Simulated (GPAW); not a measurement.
The system is GaN.

```
Ga N
1.0
     0.00000    2.25350    2.25350
     2.25350    0.00000    2.25350
     2.25350    2.25350    0.00000
Ga N
1 1
Direct
  0.00000 0.00000 0.00000
  0.25000 0.25000 0.25000
```

The cell is a database's computed one.

Program: GPAW 26.7.0. Alike in all runs: no spin polarisation; cell as given.

Problem. Order these runs on this cell by their band gap on the k mesh, lowest first.
A. level TB-mBJ; potentials or basis GPAW PAW data sets for LDA (gpaw-data 1.2.1), pw; k mesh 10 × 10 × 10; cutoff (eV) 800; smearing fermi-dirac 0.05 eV
B. level PBEsol; potentials or basis PAW data sets generated in the run's folder for this functional, pw; k mesh 8 × 8 × 8; cutoff (eV) 600; smearing fermi-dirac 0.001 eV; response ecut 80 eV; response k mesh 26 × 26 × 26; response bands 24
C. level PBE; potentials or basis GPAW PAW data sets (gpaw-data 1.2.1), fd; k mesh 10 × 10 × 10; smearing fermi-dirac 0.05 eV; band path GXWKGLUWLK,UX; band points 100; grid spacing 0.2 Å

Solution. B (1.76 eV), C (2.04 eV), A (3.23 eV).

Caveats: the long-wavelength limit can be off by a per cent or two (some runs); a model potential gives levels but no total energy (some runs).

A k mesh can miss the band edges.

Not every run made on this cell is shown here.
